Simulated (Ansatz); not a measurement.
# AgI: computed DOS

```cif
data_structure
_symmetry_space_group_name_H-M 'P6_3mc'
_symmetry_Int_Tables_number 186
_cell_length_a 4.5800
_cell_length_b 4.5800
_cell_length_c 7.5100
_cell_angle_alpha 90.000
_cell_angle_beta 90.000
_cell_angle_gamma 120.000
_cell_volume 136.43
loop_
_atom_site_label
_atom_site_type_symbol
_atom_site_symmetry_multiplicity
_atom_site_Wyckoff_symbol
_atom_site_fract_x
_atom_site_fract_y
_atom_site_fract_z
_atom_site_occupancy
Ag1 Ag 2 b 0.33333 0.66667 0.00000 1
I1 I 2 b 0.33333 0.66667 0.37500 1
```

The runs use the primitive cell with vectors (4.580, 0.000, 0.000), (-2.290, 3.966, 0.000), (0.000, 0.000, 7.510) Å, to which the k mesh refers.

The cell is COD entry 1011050, as deposited and not checked against the literature; nothing was relaxed. It is an old determination, and later ones may differ.

Spin–orbit coupling is left out, though it moves levels of the heavy atoms by tenths of an eV or more.

All numbers below come from DFT, LDA, all-electron LAPW, scalar-relativistic in Ansatz 0.2.0.

The runs use a Γ-centred 8×8×4 k mesh, Fermi–Dirac smearing of 0.01 eV, basis error target 0.5 meV/atom, no spin polarisation.

States per eV and cell, averaged over 0.4 eV, from -4.7 to 3.9 eV, with energies (bin centres) from the valence-band top; empty bins are left out. The partial columns, the largest 4 alone, are projections on Löwdin-orthogonalised atomic shells (those that the program's projection atoms carry: the occupied ones and, for some elements, an empty d or f shell; other empty shells have no column), summed over atoms of an element. Weights on diffuse s and p shells depend on that basis and aren't pure angular character.

| E (eV) | total | Ag 4d | I 5p | Ag 5s | I 5s |
| --- | --- | --- | --- | --- | --- |
| -4.6 | 5.17 | 1.91 | 2.61 | 0.61 | 0.01 |
| -4.2 | 18.20 | 9.91 | 7.44 | 0.77 | 0.01 |
| -3.8 | 6.63 | 3.76 | 2.60 | 0.23 | 0.00 |
| -3.4 | 4.97 | 4.91 | 0.03 | 0.01 | 0.00 |
| -3.0 | 17.77 | 17.04 | 0.36 | 0.21 | 0.08 |
| -2.6 | 4.36 | 3.21 | 0.77 | 0.21 | 0.11 |
| -2.2 | 3.12 | 1.66 | 1.21 | 0.13 | 0.06 |
| -1.8 | 4.95 | 2.05 | 2.64 | 0.11 | 0.05 |
| -1.4 | 4.76 | 1.72 | 2.81 | 0.08 | 0.03 |
| -1.0 | 6.36 | 2.14 | 4.00 | 0.05 | 0.02 |
| -0.6 | 2.97 | 0.95 | 1.95 | 0.01 | 0.00 |
| -0.2 | 0.74 | 0.23 | 0.50 | 0.00 | 0.00 |
| 1.4 | 0.03 | 0.00 | 0.00 | 0.02 | 0.01 |
| 1.8 | 0.13 | 0.00 | 0.02 | 0.08 | 0.02 |
| 2.2 | 0.29 | 0.00 | 0.06 | 0.18 | 0.04 |
| 2.6 | 0.77 | 0.01 | 0.15 | 0.47 | 0.07 |
| 3.0 | 2.44 | 0.01 | 0.44 | 1.35 | 0.13 |
| 3.4 | 3.46 | 0.02 | 0.64 | 1.72 | 0.10 |
| 3.8 | 2.36 | 0.01 | 0.47 | 1.13 | 0.03 |

(1) Which of the resolved shells contributes most in the top eV of the valence band?

(2) Where is the centre of the filled Ag 4d states between -13 eV and the top of the filled states?

Results:

(1) I 5p, with 65 % of all states there; Ag 4d follows with 32 %.

(2) -3.11 eV from the valence-band top.
